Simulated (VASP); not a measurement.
A run of VASP 6.6.1:

File POSCAR:

```
BaO                                     
1.0
    0.0000000000      2.8066082545      2.8066082545
    2.8066082545     -0.0000000000      2.8066082545
    2.8066082545      2.8066082545     -0.0000000000
  Ba              O             
     1     1
Direct
     0.0000000000000000    0.0000000000000000    0.0000000000000000
     0.5000000000000000    0.5000000000000000    0.5000000000000000
```

The input INCAR.step1:

```
PREC = Accurate
ENCUT = 520
EDIFF = 1E-5
ISMEAR = 0
SIGMA = 0.02
LREAL = False
LASPH = True
NELM = 60
ALGO = Normal
ISIF = 2
LWAVE = True
GGA = PE
KPAR = 4
```

File INCAR.step2:

```
PREC = Accurate
ENCUT = 520
EDIFF = 1E-7
ISMEAR = 0
SIGMA = 0.02
LREAL = False
LASPH = True
NELM = 60
ALGO = Normal
ISIF = 2
LWAVE = False
LCHARG = True
GGA = PE
LHFCALC = True
HFSCREEN = 0.2
PRECFOCK = Fast
LVHAR = True
ISTART = 1
KPAR = 4
```

Contents of KPOINTS:

```
Automatic mesh
0
Gamma
  6 6 6
```

Potentials or basis: VASP PAW PBE potentials, release 64 (Ba_sv, O).

Launch:

```sh
$ cat potpaw_PBE.64/Ba_sv/POTCAR potpaw_PBE.64/O/POTCAR > POTCAR
$ cp INCAR.step1 INCAR
$ mpirun -np 4 vasp_std > vasp.out
$ cp INCAR.step2 INCAR
$ mpirun -np 4 vasp_std > vasp.out
```

Hardware: 4 MPI ranks on Intel(R) Xeon(R) 6975P-C (Granite Rapids), on a shared host.

Task: Estimate the wall time of this run.

Result: Run time: 3.3 min on 4 MPI ranks on Intel(R) Xeon(R) 6975P-C (Granite Rapids), with other jobs on the host, peak memory 0.26 GiB a rank. Counts: scf iterations 13, k points 16.
